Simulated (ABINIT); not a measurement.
# MgO (P1) in ABINIT: convergence with cutoff

Aim: find how far cutoff must go before the results for MgO settle, at PBE. This setting moves, with any that are tied to it; all else stays.

Program: ABINIT 10.8.3 (patched build). These are calculated values, not measurements. Logs are shortened: lines on timing, memory, paths and dates and some standing lists are left out, and cuts for length are marked. The log counts tension as positive stress, the text compression.

## Step 1: The cell of the first run

The typed cell holds 2 atoms: a = 2.966 Å, b = 2.966 Å, c = 2.966 Å, α = 60.00°, β = 60.00°, γ = 60.00°.

The cell is a database's computed one.

The cell isn't the ideal one: atoms moved at random, drawn with an rms of 0.05 Å.

## Step 2: With cutoff 16 Ha

Contents of run.abi:

```
# Pseudopotentials
pp_dirpath "./"
pseudos "12_Mg_10_1.9_2.0_pbe_v1.0.psp8, 08_O_6_1.2_1.4_pbe_n_v1.0.psp8"

# Structure
acell 2.9656078099 2.9656078099 2.9656078099 Angstrom
rprim
     0.0000000000     0.7071067812     0.7071067812
     0.7071067812     0.0000000000     0.7071067812
     0.7071067812     0.7071067812     0.0000000000
ntypat 2
znucl 12 8
natom 2
typat 1 2
xred
    -0.0164450000     0.0205070000    -0.0158170000
     0.5022520000     0.4969790000     0.5069060000
chkprim 0
chksymtnons 0
tolsym 1.0e-6

# Plane-wave basis
ecut 16.0

# k points
kptopt 1
ngkpt 8 8 8
nshiftk 1
shiftk 0.0 0.0 0.0

# Exchange and correlation
ixc 11

# Bands and occupations
nband 12
occopt 4
tsmear 0.05 eV

# SCF cycle
nstep 100
tolvrs 1.0e-10

# Output
iomode 3
prtwf 0
prtden 0
prteig 0
prtebands 0
enunit 1
```

Potentials or basis: SPMS NC PBE v1.0.

The run is started by

```sh
> abinit run.abi > log 2>&1
```

It took 35 s on 1 thread of Arm Neoverse V1, shared host; peak memory 0.07 GiB.

The run converged. Its results:

```yaml
Free_energy: -1967.2606 eV
Largest_force: 1.042 eV/Å
Band_gap_on_the_k_mesh: 3.92 eV, direct
Valence_electrons_inside_the_program's_atomic_spheres: Mg 8.41; O 6.28
```

## Step 3: With cutoff 20 Ha

run.abi, as its differences from that of step 2:

```diff
@@ -22,3 +22,3 @@
 # Plane-wave basis
-ecut 16.0
+ecut 20.0
```

Potentials or basis: SPMS NC PBE v1.0.

The run is started by

```sh
> abinit run.abi > log 2>&1
```

Wall time 41 s (1 thread of Arm Neoverse V1, shared host); peak memory 0.08 GiB.

The run converged. Its results:

```yaml
Free_energy: -1974.7452 eV
Largest_force: 0.408 eV/Å
Band_gap_on_the_k_mesh: 4.64 eV, direct
Valence_electrons_inside_the_program's_atomic_spheres: Mg 8.41; O 6.33
```

## Step 4: With cutoff 24 Ha

run.abi, as its differences from that of step 3:

```diff
@@ -22,3 +22,3 @@
 # Plane-wave basis
-ecut 20.0
+ecut 24.0
```

The run is started by

```sh
> abinit run.abi > log 2>&1
```

Run time: 60 s. Hardware: 1 thread of Arm Neoverse V1, shared host; peak memory 0.09 GiB.

The run converged. Its results:

```
Free energy                                           : -1976.7936 eV
Largest force                                         : 0.552 eV/Å
Band gap on the k mesh                                : 4.84 eV, direct
Valence electrons inside the program's atomic spheres : Mg 8.42; O 6.33
```

## Step 5: With cutoff 28 Ha

run.abi, as its differences from that of step 4:

```diff
@@ -22,3 +22,3 @@
 # Plane-wave basis
-ecut 24.0
+ecut 28.0
```

The run is started by

```sh
> abinit run.abi > log 2>&1
```

It took 81 s on 1 thread of Arm Neoverse V1, shared host; peak memory 0.1 GiB.

Results (log left out):

```yaml
Free_energy: -1977.4380 eV
Largest_force: 0.540 eV/Å
Band_gap_on_the_k_mesh: 4.88 eV, direct
Valence_electrons_inside_the_program's_atomic_spheres: Mg 8.41; O 6.33
```

## Step 6: With cutoff 34 Ha

run.abi, as its differences from that of step 5:

```diff
@@ -22,3 +22,3 @@
 # Plane-wave basis
-ecut 28.0
+ecut 34.0
```

Potentials or basis: SPMS NC PBE v1.0.

The run is started by

```sh
> abinit run.abi > log 2>&1
```

It took 92 s on 1 thread of Arm Neoverse V1, shared host; peak memory 0.11 GiB.

The run converged. Its results:

```yaml
Free_energy: -1977.6670 eV
Largest_force: 0.552 eV/Å
Band_gap_on_the_k_mesh: 4.90 eV, direct
Valence_electrons_inside_the_program's_atomic_spheres: Mg 8.41; O 6.32
```

## Step 7: With cutoff 40 Ha

run.abi, as its differences from that of step 6:

```diff
@@ -22,3 +22,3 @@
 # Plane-wave basis
-ecut 34.0
+ecut 40.0
```

The run is started by

```sh
> abinit run.abi > log 2>&1
```

Run time: 1.8 min. Hardware: 1 thread of Arm Neoverse V1, shared host; peak memory 0.13 GiB.

It converged, with:

| Quantity | Value |
| --- | --- |
| Free energy | -1977.6908 eV |
| Pressure | 7.4 GPa |
| Largest force | 0.546 eV/Å |
| Band gap on the k mesh | 4.90 eV, direct |
| Valence electrons inside the program's atomic spheres | Mg 8.41; O 6.33 |

## Step 8: With cutoff 46 Ha

run.abi, as its differences from that of step 7:

```diff
@@ -22,3 +22,3 @@
 # Plane-wave basis
-ecut 40.0
+ecut 46.0
```

The run is started by

```sh
> abinit run.abi > log 2>&1
```

Wall time 2.5 min (1 thread of Arm Neoverse V1, shared host); peak memory 0.15 GiB.

The run converged. Its results:

```yaml
Free_energy: -1977.6921 eV
Pressure: 7.6 GPa
Largest_force: 0.546 eV/Å
Band_gap_on_the_k_mesh: 4.90 eV, direct
Valence_electrons_inside_the_program's_atomic_spheres: Mg 8.41; O 6.33
```

## Step 9: With cutoff 54 Ha

run.abi, as its differences from that of step 8:

```diff
@@ -22,3 +22,3 @@
 # Plane-wave basis
-ecut 46.0
+ecut 54.0
```

Potentials or basis: SPMS NC PBE v1.0.

The run is started by

```sh
> abinit run.abi > log 2>&1
```

Wall time 3.3 min (1 thread of Arm Neoverse V1, shared host); peak memory 0.18 GiB.

The run converged. Its results:

| Quantity | Value |
| --- | --- |
| Free energy | -1977.6924 eV |
| Pressure | 7.6 GPa |
| Largest force | 0.546 eV/Å |
| Band gap on the k mesh | 4.90 eV, direct |
| Valence electrons inside the program's atomic spheres | Mg 8.41; O 6.33 |

## Step 10: With cutoff 64 Ha

run.abi, as its differences from that of step 9:

```diff
@@ -22,3 +22,3 @@
 # Plane-wave basis
-ecut 54.0
+ecut 64.0
```

Potentials or basis: SPMS NC PBE v1.0.

The run is started by

```sh
> abinit run.abi > log 2>&1
```

run.abo:

```text
.Version 10.8.3 of ABINIT
 Symmetries : space group P1 (#  1); Bravais aP (primitive triclinic)
================================================================================
 Values of the parameters that define the memory need of the present run
     intxc =       0    ionmov =       0      iscf =       7    lmnmax =       5
     lnmax =       5     mgfft =      45  mpssoang =       3    mqgrid =    3001
     natom =       2  nloc_mem =       1    nspden =       1   nspinor =       1
    nsppol =       1      nsym =       1    n1xccc =    2501    ntypat =       2
    occopt =       4   xclevel =       2
       mpw =        3059          nfft =       91125          nkpt =         260
================================================================================
================================================================================

--------------------------------------------------------------------------------
------------- Echo of variables that govern the present computation ------------
--------------------------------------------------------------------------------
 -outvars: echo values of preprocessed input variables --------
            acell      5.6041865576E+00  5.6041865576E+00  5.6041865576E+00 Bohr
              amu      2.43050000E+01  1.59994000E+01
          chkprim           0
      chksymtnons           0
             ecut      6.40000000E+01 Hartree
           enunit           1
                       outvar_i_n : Printing only first  50 k-points.
              ixc          11
                       outvar_i_n : Printing only first  50 k-points.
         kptrlatt        8    0    0      0    8    0      0    0    8
          kptrlen      4.48334925E+01
            natom           2
            nband          12
            ngfft          45      45      45
             nkpt         260
            nstep         100
             nsym           1
           ntypat           2
                       prtocc : prtvol=0, do not print more k-points.
           occopt           4
           prtden           0
        prtebands           0
           prteig           0
            prtwf           0
            rprim      0.0000000000E+00  7.0710678120E-01  7.0710678120E-01
                       7.0710678120E-01  0.0000000000E+00  7.0710678120E-01
                       7.0710678120E-01  7.0710678120E-01  0.0000000000E+00
          spgroup           1
           tolsym      1.00000000E-06
           tolvrs      1.00000000E-10
           tsmear      1.83746611E-03 Hartree
            typat      1  2
                       outvars : Printing only first  50 k-points.
           xangst      9.8349365320E-03 -6.7653458933E-02  8.5180196574E-03
                       2.1051482432E+00  2.1162057315E+00  2.0953887987E+00
            xcart      1.8585336511E-02 -1.2784650885E-01  1.6096724288E-02
                       3.9781536340E+00  3.9990492586E+00  3.9597109568E+00
             xred     -1.6445000000E-02  2.0507000000E-02 -1.5817000000E-02
                       5.0225200000E-01  4.9697900000E-01  5.0690600000E-01
            znucl       12.00000    8.00000

================================================================================

[... 90 lines left out ...]
- [  5.0225E-01,   4.9698E-01,   5.0691E-01,  O]
cartesian_forces: # hartree/bohr
- [ -1.88837487E-04,   1.05504234E-02,  -1.13434022E-03, ]
- [  1.88837487E-04,  -1.05504234E-02,   1.13434022E-03, ]
force_length_stats: {min:   1.06129083E-02, max:   1.06129083E-02, mean:   1.06129083E-02, }
...

 Integrated electronic density in atomic spheres:
 ------------------------------------------------
 Atom  Sphere_radius  Integrated_density
    1        2.00000          8.41317020
    2        2.00000          6.32839595
================================================================================

 ----iterations are completed or convergence reached----

 Mean square residual over all n,k,spin=   55.174E-09; max=  43.209E-06
 reduced coordinates (array xred) for    2 atoms
      -0.016445000000      0.020507000000     -0.015817000000
       0.502252000000      0.496979000000      0.506906000000
 rms dE/dt=  3.2175E-02; max dE/dt=  4.1061E-02; dE/dt below (all hartree)
    1      -0.037313114230      0.005243873393     -0.041059770128
    2       0.037314209978     -0.005242993520      0.041061151697

 cartesian coordinates (angstrom) at end:
    1      0.00983493653204    -0.06765345893322     0.00851801965739
    2      2.10514824317084     2.11620573151487     2.09538879868894

 cartesian forces (hartree/bohr) at end:
    1     -0.00018883748737     0.01055042343789    -0.00113434021758
    2      0.00018883748737    -0.01055042343789     0.00113434021758
 frms,max,avg= 6.1273654E-03 1.0550423E-02  -7.354E-08 -1.008E-07 -3.748E-08 h/b

 cartesian forces (eV/Angstrom) at end:
    1     -0.00971041402429     0.54252458629465    -0.05833011924932
    2      0.00971041402429    -0.54252458629465     0.05833011924932
 frms,max,avg= 3.1508180E-01 5.4252459E-01  -3.782E-06 -5.182E-06 -1.927E-06 e/A
 length scales=  5.604186557564  5.604186557564  5.604186557564 bohr
              =  2.965607809900  2.965607809900  2.965607809900 angstroms
 Fermi (or HOMO) energy (eV) =   7.88270   Average Vxc (eV)= -11.61721
 Eigenvalues (   eV  ) for nkpt= 260  k points:
 kpt#   1, nband= 12, wtk=  0.00195, kpt=  0.0000  0.0000  0.0000 (reduced coord)
 -66.71144  -33.46228  -33.46200  -33.46140  -11.63417    5.60342    5.61359    5.61374
  10.51168   21.57847   21.59752   21.59911
 prteigrs : prtvol=0 or 1, do not print more k-points.

--- !EnergyTerms
iteration_state     : {dtset: 1, }
comment             : Components of total free energy in Hartree
kinetic             :  3.88797713406076E+01
hartree             :  1.73595825568275E+01
xc                  : -1.16136289763077E+01
Ewald energy        : -4.75596575591383E+01
psp_core            :  1.76472866239258E+00
local_psp           : -6.33773983197623E+01
non_local_psp       : -8.13226121670904E+00
internal            : -7.26788635120897E+01
'-kT*entropy'       :  4.83524492014975E-16
total_energy        : -7.26788635120897E+01
total_energy_eV     : -1.97769262694641E+03
band_energy         : -1.22485074252818E+01
...

 Cartesian components of stress tensor (hartree/bohr^3)
  sigma(1 1)= -2.23172866E-04  sigma(3 2)= -2.10758395E-06
  sigma(2 2)= -3.23340903E-04  sigma(3 1)=  3.86808554E-08
  sigma(3 3)= -2.24474532E-04  sigma(2 1)= -3.50890383E-07

-Cartesian components of stress tensor (GPa)         [Pressure=  7.5611E+00 GPa]
- sigma(1 1)= -6.56597241E+00  sigma(3 2)= -6.20072605E-02
- sigma(2 2)= -9.51301781E+00  sigma(3 1)=  1.13803006E-03
- sigma(3 3)= -6.60426873E+00  sigma(2 1)= -1.03235515E-02

== END DATASET(S) ==============================================================
================================================================================

 -outvars: echo values of variables after computation  --------
            acell      5.6041865576E+00  5.6041865576E+00  5.6041865576E+00 Bohr
           etotal     -7.2678863512E+01
            fcart     -1.8883748737E-04  1.0550423438E-02 -1.1343402176E-03
                       1.8883748737E-04 -1.0550423438E-02  1.1343402176E-03
            rprim      0.0000000000E+00  7.0710678120E-01  7.0710678120E-01
                       7.0710678120E-01  0.0000000000E+00  7.0710678120E-01
                       7.0710678120E-01  7.0710678120E-01  0.0000000000E+00
           strten     -2.2317286595E-04 -3.2334090335E-04 -2.2447453160E-04
                      -2.1075839458E-06  3.8680855370E-08 -3.5089038286E-07
           xangst      9.8349365320E-03 -6.7653458933E-02  8.5180196574E-03
                       2.1051482432E+00  2.1162057315E+00  2.0953887987E+00
             xred     -1.6445000000E-02  2.0507000000E-02 -1.5817000000E-02
                       5.0225200000E-01  4.9697900000E-01  5.0690600000E-01
 Calculation completed.
```

It took 4.8 min on 1 thread of Arm Neoverse V1, shared host; peak memory 0.22 GiB.

Results:

| Quantity | Value |
| --- | --- |
| Free energy | -1977.6926 eV |
| Pressure | 7.6 GPa |
| Largest force | 0.546 eV/Å |
| Band gap on the k mesh | 4.90 eV, direct |
| Valence electrons inside the program's atomic spheres | Mg 8.41; O 6.33 |

## Step 11: The series at a glance

```
cutoff  energy less the tightest run (meV/atom)  largest force (eV/Å)  gap on the mesh (eV)  SCF cycles  CPU time (s)  peak memory (GiB)
 16 Ha                                  5216.03                 1.042                 3.916           9            35               0.07
 20 Ha                                  1473.69                 0.408                 4.640           9            41               0.08
 24 Ha                                   449.51                 0.552                 4.840           9            60               0.09
 28 Ha                                   127.30                 0.540                 4.882           9            81                0.1
 34 Ha                                    12.80                 0.552                 4.899           9            92               0.11
 40 Ha                                     0.90                 0.546                 4.898           9           110               0.13
 46 Ha                                     0.25                 0.546                 4.898           9           150               0.15
 54 Ha                                     0.11                 0.546                 4.898           9           200               0.18
 64 Ha                                     0.00                 0.546                 4.898           9           290               0.22
```

Against the tightest run, the energy stays within 1 meV/atom from 40 Ha on; the largest force stays within 0.005 eV/Å from 40 Ha on; the gap on the mesh stays within 0.01 eV from 34 Ha on. The tightest run that finished is the yardstick and may itself not be fully converged.
